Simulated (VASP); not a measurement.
The system is MoS2.

```
Mo S
1.0
     0.00000    2.99595    2.99595
     2.99595    0.00000    2.99595
     2.99595    2.99595    0.00000
Mo S
1 2
Direct
  0.00000 0.00000 0.00000
  0.25000 0.25000 0.25000
  0.75000 0.75000 0.75000
```

Measurements of this composition are mostly on another form, of space group No. 194.

Base run:

```yaml
Program: VASP 6.6.1
Functional: PBE
Potentials_or_basis: VASP PAW PBE potentials, release 64 (Mo_sv, S)
Cutoff: 520 eV
k_mesh: 6 × 6 × 6
Occupations: gaussian, width 0.05 eV
Spin: collinear spin, random start
Starting_moments: "[-0.4, 0.0, 0.0] μB"
Hubbard_terms: Mo d U = 5 eV
```

Its results: band gap on the k mesh none (metal or under the smearing width); pressure 5.2 GPa.

Task: The run is repeated on the same cell with these changes: spin from collinear spin, random start to no spin polarisation; further incar settings from ALGO = Normal; EDIFF = 1e-06 to ALGO = Fast; EDIFF = 1e-07. What comes out?

Result: Band gap on the k mesh none (metal or under the smearing width); pressure -3.6 GPa.

Caveats: U without spin polarisation on a metal has little footing (some runs).

Not every run made on this cell is shown here.
